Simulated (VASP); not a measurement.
# BiTe (R-3m) in VASP: single point with r2SCAN

Aim: the single point of BiTe with r2SCAN.

Program: VASP 6.6.1. These are calculated values, not measurements. Logs are shortened: lines on timing, memory, paths and dates and some standing lists are left out, and cuts for length are marked.

## 1. Starting point

The structure is trigonal, space group R-3m (No. 166). Conventional cell: a = 4.845 Å, b = 4.845 Å, c = 9.952 Å, α = 90.00°, β = 90.00°, γ = 120.00°. Bi (site symmetry -3m) is surrounded by 6 Te at 3.25 Å. Te (site symmetry -3m) has 6 Bi at 3.25 Å as nearest neighbours.

The cell comes from a database or a generator and needn't be the stable form of this composition.

## 2. Single point, r2SCAN

Contents of POSCAR:

```
BiTe
1.0
    2.4227077728      1.3987509848      3.3172919545
   -2.4227077728      1.3987509848      3.3172919545
    0.0000000000     -2.7975019696      3.3172919545
Bi Te
1 1
Direct
    0.5000000000      0.5000000000      0.5000000000
    0.0000000000      0.0000000000      0.0000000000
```

Contents of INCAR.step1:

```
SYSTEM = BiTe
  ALGO = Normal
  EDIFF = 1E-4
  ENCUT = 520
  GGA = PE
  ISMEAR = 0
  LASPH = .True.
  LCHARG = .False.
  LREAL = .False.
  LWAVE = .True.
  NBANDS = 18
  NELM = 100
  PREC = Accurate
  SIGMA = 0.1
```

Contents of INCAR.step2:

```
SYSTEM = BiTe
  ALGO = Normal
  EDIFF = 1E-6
  ENCUT = 520
  ISIF = 2
  ISMEAR = 0
  ISTART = 1
  LASPH = .True.
  LCHARG = .False.
  LMIXTAU = .True.
  LREAL = .False.
  LWAVE = .False.
  METAGGA = R2SCAN
  NBANDS = 18
  NELM = 100
  PREC = Accurate
  SIGMA = 0.1
```

Contents of KPOINTS:

```
k-points
0
Gamma
  6 6 6
  0 0 0
```

Potentials or basis: VASP PAW PBE potentials, release 64 (Bi_d, Te).

Command:

```sh
cat potpaw_PBE.64/Bi_d/POTCAR potpaw_PBE.64/Te/POTCAR > POTCAR
cp INCAR.step1 INCAR
mpirun -np 1 vasp_std > vasp.out
cp INCAR.step2 INCAR
mpirun -np 1 vasp_std > vasp.out
```

OUTCAR:

```text
SYSTEM = BiTe
   EDIFF = 1E-6
   ENCUT = 520
   ISIF = 2
   ISMEAR = 0
   ISTART = 1
   LASPH = .True.
   LREAL = .False.
   METAGGA = R2SCAN
   NELM = 100
   PREC = Accurate

 ion  position               nearest neighbor table
   1  0.500  0.500  0.500-   2 3.25   2 3.25   2 3.25   2 3.25   2 3.25   2 3.25
   2  0.000  0.000  0.000-   1 3.25   1 3.25   1 3.25   1 3.25   1 3.25   1 3.25

  LATTYP: Found a trigonal (rhomboedric) cell.
 ALAT       =     4.3394058558
 COS(alpha) =     0.3765932224

  Lattice vectors:

 A1 = (   2.4227077728,   1.3987509848,   3.3172919545)
 A2 = (  -2.4227077728,   1.3987509848,   3.3172919545)
 A3 = (   0.0000000000,  -2.7975019696,   3.3172919545)

Analysis of symmetry for initial positions (statically):
=====================================================================
 Subroutine PRICEL returns:
 Original cell was already a primitive cell.

 Routine SETGRP: Setting up the symmetry group for a
 trigonal (rhombohedral) supercell.

 Subroutine GETGRP returns: Found 12 space group operations
 (whereof 12 operations were pure point group operations)
 out of a pool of 12 trial point group operations.

The static configuration has the point symmetry D_3d.

Analysis of symmetry for dynamics (positions and initial velocities):
=====================================================================
 Subroutine PRICEL returns:
 Original cell was already a primitive cell.

 Routine SETGRP: Setting up the symmetry group for a
 trigonal (rhombohedral) supercell.

 Subroutine GETGRP returns: Found 12 space group operations
 (whereof 12 operations were pure point group operations)
 out of a pool of 12 trial point group operations.

The dynamic configuration has the point symmetry D_3d.

 Subroutine INISYM returns: Found 12 space group operations
 (whereof 12 operations are pure point group operations),
 and found     1 'primitive' translations

----------------------------------------------------------------------------------------

                                     Primitive cell

  volume of cell :      67.4491

  direct lattice vectors                    reciprocal lattice vectors
     2.422707773  1.398750985  3.317291954     0.206380648  0.119153923  0.100483568
    -2.422707773  1.398750985  3.317291954    -0.206380648  0.119153923  0.100483568
     0.000000000 -2.797501970  3.317291954     0.000000000 -0.238307845  0.100483568

  length of vectors
     4.339405856  4.339405856  4.339405856     0.258626326  0.258626326  0.258626326

  position of ions in fractional coordinates (direct lattice)
     0.500000000  0.500000000  0.500000000
     0.000000000  0.000000000  0.000000000

  ion indices of the primitive-cell ions
   primitive index   ion index
                 1           1
                 2           2

----------------------------------------------------------------------------------------

 KPOINTS: k-points

Automatic generation of k-mesh.
 Grid dimensions read from file:
 generate k-points for:    6    6    6

 Generating k-lattice:

  Cartesian coordinates                     Fractional coordinates (reciprocal lattice)
     0.034396775  0.019858987  0.016747261     0.166666667 -0.000000000  0.000000000
    -0.034396775  0.019858987  0.016747261    -0.000000000  0.166666667  0.000000000
     0.000000000 -0.039717974  0.016747261     0.000000000  0.000000000  0.166666667

  Length of vectors
     0.043104388  0.043104388  0.043104388

  Shift w.r.t. Gamma in fractional coordinates (k-lattice)
     0.000000000  0.000000000  0.000000000

 Subroutine IBZKPT returns following result:
 ===========================================

 Found     32 irreducible k-points:

 Following reciprocal coordinates:
            Coordinates               Weight
  0.000000  0.000000  0.000000      1.000000
  0.166667 -0.000000  0.000000      6.000000
  0.333333 -0.000000  0.000000      6.000000
  0.500000 -0.000000  0.000000      3.000000
  0.166667  0.166667  0.000000      6.000000
  0.333333  0.166667  0.000000     12.000000
[... 16 lines left out ...]
  0.500000  0.500000  0.166667      6.000000
 -0.333333  0.500000  0.166667     12.000000
 [... further k-points ...]
   k-points           NKPTS =     32   k-points in BZ     NKDIM =     32   number of bands    NBANDS=     18
   number of dos      NEDOS =    301   number of ions     NIONS =      2
   total plane-waves  NPLWV =  32768
   dimension x,y,z NGX =    32 NGY =   32 NGZ =   32
   dimension x,y,z NGXF=    64 NGYF=   64 NGZF=   64
   ions per type =               1   1
   NGX,Y,Z   is equivalent  to a cutoff of  12.26, 12.26, 12.26 a.u.
   NGXF,Y,Z  is equivalent  to a cutoff of  24.52, 24.52, 24.52 a.u.
 SYSTEM =  BiTe
   PREC   = accura    normal or accurate (medium, high low for compatibility)
   ISTART =      1    job   : 0-new  1-cont  2-samecut
   ICHARG =      0    charge: 1-file 2-atom 10-const
   ISPIN  =      1    spin polarized calculation?
   LNONCOLLINEAR =      F non collinear calculations
   LSORBIT =      F    spin-orbit coupling
   LASPH  =      T    aspherical Exc in radial PAW
   ENCUT  =  520.0 eV  38.22 Ry    6.18 a.u.   8.07  8.07  8.07*2*pi/ulx,y,z
   NELM   =    100;   NELMIN=  2; NELMDL=  0     # of ELM steps
   EDIFF  = 0.1E-05   stopping-criterion for ELM
   LREAL  =      F    real-space projection
   EDIFFG = 0.1E-04   stopping-criterion for IOM
   NSW    =      0    number of steps for IOM
   IBRION =     -1    ionic relax: 0-MD 1-quasi-New 2-CG
   NFREE  =      0    steps in history (QN), initial steepest desc. (CG)
   ISIF   =      2    stress and relaxation
   ISYM   =      2    0-nonsym 1-usesym 2-fastsym
   POTIM  = 0.5000    time-step for ionic-motion
   TEBEG  =    0.0;   TEEND  =   0.0 temperature during run
   PSTRESS=    0.0 pullay stress
   NELECT =      21.0000    total number of electrons
   NUPDOWN=      -1.0000    fix difference up-down
   EMIN   =  10.00;   EMAX   =-10.00  energy-range for DOS
   EFERMI =   0.00;   METHOD = LEGACY
   ISMEAR =     0;   SIGMA  =   0.10  broadening in eV -4-tet -1-fermi 0-gaus
   EFERMI_NEDOS =   21; number of points for ismear=-14 and -15
   IALGO  =     38    algorithm
   IMIX   =      4    mixing-type and parameters
     AMIX     =   0.40;   BMIX     =  1.00
     AMIX_MAG =   1.60;   BMIX_MAG =  1.00
  volume/ion in A,a.u.               =      33.72       227.58
  Fermi-wavevector in a.u.,A,eV,Ry     =   1.109573  2.096789 16.750837  1.231152
  Thomas-Fermi vector in A             =   2.246114
   LORBIT       =      0    0 simple, 1 ext, 2 COOP (PROOUT), +10 PAW based schemes
   METAGGA = R2SCAN    functional components
   LHFCALC =     F    Hartree Fock is set to
   AEXX    =    0.0000 exact exchange contribution
   IVDW    =     0    specifies the selected vdW correction
   LEPSILON=     F    determine dielectric tensor
   LRPA    =     F    only Hartree local field effects (RPA)
 non-spin polarized calculation
 Gauss-broadening in eV      SIGMA  =   0.10
  energy-cutoff  :      520.00
  volume of cell :       67.45
 maximum number of plane-waves:      1832
   NGX = 17   NGY = 17   NGZ = 17

 number of electron      20.9999996 magnetization

 Free energy of the ion-electron system (eV)
  ---------------------------------------------------
  ext. energy  EPLUGINS =         0.00000000
  ---------------------------------------------------
  free energy    TOTEN  =       -84.03794614 eV

  energy without entropy =      -84.03157178  energy(sigma->0) =      -84.03475896

 E-fermi :   6.5914     XC(G=0): -10.0379

 val. band max:        6.5904457178   @ k =   0.5000   0.3333   0.1667
 cond. band min:       6.6120915185   @ k =   0.3333   0.3333   0.1667
 fundamental gap:      0.0216458007
 Fermi energy:         6.5914013818

 k-point     1 :       0.0000    0.0000    0.0000
  band No.  band energies     occupation
      1     -17.3813      2.00000
      2     -17.3813      2.00000
      3     -17.3586      2.00000
      4     -17.3586      2.00000
      5     -17.3379      2.00000
      6      -7.4937      2.00000
[... 10 lines left out ...]
     17      13.6901      0.00000
     18      13.8196      0.00000

 k-point     2 :       0.1667   -0.0000    0.0000
  band No.  band energies     occupation
      1     -17.3814      2.00000
      2     -17.3809      2.00000
      3     -17.3600      2.00000
      4     -17.3565      2.00000
      5     -17.3373      2.00000
      6      -7.2441      2.00000
[... 10 lines left out ...]
     17      14.7103      0.00000
     18      15.0204      0.00000

 k-point     3 :       0.3333   -0.0000    0.0000
  band No.  band energies     occupation
      1     -17.3818      2.00000
      2     -17.3804      2.00000
      3     -17.3626      2.00000
      4     -17.3530      2.00000
      5     -17.3354      2.00000
      6      -6.5124      2.00000
[... 10 lines left out ...]
     17      15.9085      0.00000
     18      16.9431      0.00000

 k-point     4 :       0.5000   -0.0000    0.0000
  band No.  band energies     occupation
      1     -17.3822      2.00000
      2     -17.3804      2.00000
      3     -17.3636      2.00000
      4     -17.3515      2.00000
      5     -17.3338      2.00000
      6      -5.4748      2.00000
[... 10 lines left out ...]
     17      15.0251      0.00000
     18      17.8069      0.00000

 k-point     5 :       0.1667    0.1667    0.0000
  band No.  band energies     occupation
      1     -17.3829      2.00000
      2     -17.3801      2.00000
      3     -17.3598      2.00000
      4     -17.3547      2.00000
      5     -17.3375      2.00000
      6      -7.1455      2.00000
[... 10 lines left out ...]
     17      14.0614      0.00000
     18      14.1659      0.00000

 k-point     6 :       0.3333    0.1667    0.0000
  band No.  band energies     occupation
      1     -17.3842      2.00000
      2     -17.3797      2.00000
      3     -17.3615      2.00000
      4     -17.3509      2.00000
      5     -17.3360      2.00000
      6      -6.5785      2.00000
[... 10 lines left out ...]
     17      15.2886      0.00000
     18      16.0251      0.00000

 k-point     7 :       0.5000    0.1667   -0.0000
  band No.  band energies     occupation
      1     -17.3835      2.00000
      2     -17.3805      2.00000
      3     -17.3623      2.00000
      4     -17.3500      2.00000
      5     -17.3343      2.00000
      6      -5.6253      2.00000
[... 10 lines left out ...]
     17      16.9814      0.00000
     18      17.7722      0.00000

 k-point     8 :      -0.3333    0.1667    0.0000
  band No.  band energies     occupation
      1     -17.3818      2.00000
      2     -17.3809      2.00000
      3     -17.3615      2.00000
      4     -17.3524      2.00000
      5     -17.3352      2.00000
      6      -6.0164      2.00000
[... 10 lines left out ...]
     17      15.9266      0.00000
     18      16.1011      0.00000
[... 229 lines left out ...]
     17      16.5284      0.00000
     18      16.5368      0.00000

 k-point    20 :       0.5000    0.3333    0.1667
  band No.  band energies     occupation
      1     -17.3876      2.00000
      2     -17.3815      2.00000
      3     -17.3569      2.00000
      4     -17.3452      2.00000
      5     -17.3367      2.00000
      6      -5.8205      2.00000
[... 10 lines left out ...]
     17      16.6481      0.00000
     18      17.5396      0.00000

 k-point    21 :      -0.3333    0.3333    0.1667
  band No.  band energies     occupation
      1     -17.3863      2.00000
      2     -17.3807      2.00000
      3     -17.3572      2.00000
      4     -17.3485      2.00000
      5     -17.3360      2.00000
      6      -5.1404      2.00000
[... 10 lines left out ...]
     17      16.6021      0.00000
     18      16.8455      0.00000

 k-point    22 :      -0.1667    0.3333    0.1667
  band No.  band energies     occupation
      1     -17.3852      2.00000
      2     -17.3790      2.00000
      3     -17.3598      2.00000
      4     -17.3513      2.00000
      5     -17.3355      2.00000
      6      -5.9887      2.00000
[... 10 lines left out ...]
     17      15.3721      0.00000
     18      16.7657      0.00000

 k-point    23 :       0.5000    0.5000    0.1667
  band No.  band energies     occupation
      1     -17.3907      2.00000
      2     -17.3800      2.00000
      3     -17.3576      2.00000
      4     -17.3422      2.00000
      5     -17.3362      2.00000
      6      -5.5449      2.00000
[... 10 lines left out ...]
     17      17.1780      0.00000
     18      17.4338      0.00000

 k-point    24 :      -0.3333    0.5000    0.1667
  band No.  band energies     occupation
      1     -17.3892      2.00000
      2     -17.3796      2.00000
      3     -17.3582      2.00000
      4     -17.3452      2.00000
      5     -17.3354      2.00000
      6      -5.2689      2.00000
[... 10 lines left out ...]
     17      16.6300      0.00000
     18      18.1011      0.00000

 [... further k-points ...]

------------------------ aborting loop because EDIFF is reached ----------------------------------------

  FORCE on cell =-STRESS in cart. coord.  units (eV):
  Direction    XX          YY          ZZ          XY          YZ          ZX
  --------------------------------------------------------------------------------------
  -------------------------------------------------------------------------------------
  Total       -0.3551272     -0.3551272     -0.3575947      0.0000000     -0.0000000      0.0000000
  in kB       -8.4356417     -8.4356417     -8.4942542      0.0000000     -0.0000000      0.0000000
  external PRESSURE =      -8.4551792 kB  Pullay stress =       0.0000000 kB

 VOLUME and BASIS-vectors are now :
 -----------------------------------------------------------------------------
  energy-cutoff  :      520.00
  volume of cell :       67.45
      direct lattice vectors                 reciprocal lattice vectors
     2.422707773  1.398750985  3.317291954     0.206380648  0.119153923  0.100483568
    -2.422707773  1.398750985  3.317291954    -0.206380648  0.119153923  0.100483568
     0.000000000 -2.797501970  3.317291954     0.000000000 -0.238307845  0.100483568

 POSITION                                       TOTAL-FORCE (eV/Angst)
 -----------------------------------------------------------------------------------
      0.00000      0.00000      4.97594        -0.000000     -0.000000     -0.000000
      0.00000      0.00000      0.00000         0.000000      0.000000      0.000000
 -----------------------------------------------------------------------------------
    total drift:                               -0.000000      0.000000     -0.000000

  FREE ENERGIE OF THE ION-ELECTRON SYSTEM (eV)
  ---------------------------------------------------
  free  energy   TOTEN  =       -84.0379461416 eV

  energy  without entropy=      -84.0315717844  energy(sigma->0) =      -84.03475896
```

Run time: 36 s. Hardware: 1 thread of Intel Xeon 6975P-C (Granite Rapids), shared host; peak memory 0.21 GiB.

Results:

- Free energy: -84.0379 eV
- Pressure: -0.8 GPa
- Band gap on the k mesh: none (metal or under the smearing width)

Levels at points of the mesh, in eV from the Fermi level:
```tsv
k point	band 6	band 7	band 8	band 9	band 10	band 11	band 12	band 13	band 14	band 15
(0.00, 0.00, 0.00)	-14.09	-8.45	-3.15	-3.15	-1.81	1.92	2.67	2.67	4.44	4.44
(0.50, 0.00, 0.00)	-12.07	-11.81	-2.03	-1.93	-1.10	-0.88	-0.63	0.36	7.10	7.35
(0.50, 0.50, 0.00)	-12.18	-10.32	-5.88	-4.75	-3.54	2.74	3.21	3.82	4.84	8.55
(0.50, 0.50, 0.50)	-11.70	-11.37	-2.53	-2.53	-2.31	-1.50	-1.31	-1.31	8.58	9.03
```

Caveat: the PAW data sets were made with another functional, which shifts forces and pressure a little; spin-orbit coupling is left out, which moves the levels of the heavy elements.
